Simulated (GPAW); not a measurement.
WC (Qusongite):

```
W C
1.0
     2.90650    0.00000    0.00000
    -1.45325    2.51710    0.00000
     0.00000    0.00000    2.83660
W C
1 1
Cartesian
  0.0000 0.0000 0.0000
  1.4533 0.8390 1.4183
```

* Program: GPAW 26.7.0
* Task: relaxation of cell and atoms
* Functional: PBEsol
* Dispersion: D4
* Potentials or basis: PAW data sets generated in the run's folder for this functional
* Cutoff: 800 eV
* Basis: pw
* k mesh: 7 × 7 × 7
* Occupations: fermi-dirac, width 0.05 eV
* Spin: no spin polarisation

At the start: pressure -7.6 GPa; volume 10.38 Å³/atom.

Task: How do energy, volume and symmetry change on relaxing?

Result: Over 4 steps the energy falls by 4.4 meV/atom and the volume is 10.18 Å³/atom (-1.9 %); space group P-6m2 (No. 187, to 0.05 Å).

The path:
```
step  energy change (eV)  largest force (eV/Å)  pressure (GPa)  volume (Å³)
   1              0.0000                0.0000           -7.64        20.75
   2             -0.0073                0.0000           -3.38        20.53
   3             -0.0088                0.0000            0.06        20.36
   4             -0.0088                0.0000            0.00        20.37
```

Final structure:
```cif
data_structure
_symmetry_space_group_name_H-M 'P 1'
_symmetry_Int_Tables_number 1
_cell_length_a 2.8885
_cell_length_b 2.8885
_cell_length_c 2.8186
_cell_angle_alpha 90.000
_cell_angle_beta 90.000
_cell_angle_gamma 120.000
_cell_volume 20.37
loop_
_atom_site_label
_atom_site_type_symbol
_atom_site_fract_x
_atom_site_fract_y
_atom_site_fract_z
_atom_site_occupancy
W1 W 0.00000 0.00000 0.00000 1
C1 C 0.66667 0.33333 0.50000 1
```

Caveat: later steps reuse the first step's grids; pairwise dispersion overbinds metals, which lowers pressure and volume.
